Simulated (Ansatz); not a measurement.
# CoO under changes of volume

One of the cells (9.584 Å³/atom); the others are scaled copies at fixed shape and fractional positions:

```
CELL_PARAMETERS angstrom
-1.50800 1.50800 2.10725
1.50800 -1.50800 2.10725
1.50800 1.50800 -2.10725
ATOMIC_POSITIONS crystal
Co 0.00000 0.00000 0.00000
O 0.50000 0.50000 0.00000
```

| Quantity | Value |
| --- | --- |
| Program | Ansatz 0.2.0 |
| Functional | LDA |
| Potentials or basis | Ansatz PAW |
| Cutoff | 420 eV (not typed: the program's choice for these potentials) |
| k mesh | 12 × 12 × 12 |
| Occupations | fermi-dirac, width 0.05 eV |
| Spin | collinear spin, ferromagnetic start |
| Starting moments | [2.0, 0.0] μB |

| volume (Å³/atom) | energy over the lowest point (meV/atom) | pressure (GPa) | moment (μB per cell) |
| --- | --- | --- | --- |
| 9.009 | 0.00 | -10.5 | 2.51 |
| 9.201 | 14.50 | -13.2 | 2.64 |
| 9.392 | 31.70 | -15.4 | 2.77 |
| 9.584 | 51.40 | -17.8 | 2.86 |
| 9.776 | 74.05 | -20.2 | 2.92 |
| 9.967 | ? | ? | ? |
| 10.159 | 127.93 | -24.7 | 2.98 |

Task: What does the run at 9.967 Å³/atom give?

Result: Energy over the lowest point 99.64 meV/atom; pressure -22.5 GPa; moment 2.95 μB per cell.

Worked out: A Birch-Murnaghan fit of order 3 (a polynomial in V^(-2/3)) to the other rows has no minimum within the range. It gives 99.47 meV/atom at 9.967 Å³/atom, against the run's 99.64, and -dE/dV = -22.5 GPa, against -22.5. A parabola through the other rows of the moment, of slope 0.148 μB per Å³/atom there, gives 2.96 μB, against the run's 2.95.

Energies are extrapolated to zero smearing.

Caveats: a cell with one magnetic atom can't hold antiferromagnetic order, which such compounds often take; the PAW data sets come from PBE, with cores solved anew for the run's functional, which leaves a small shift of forces and pressure.
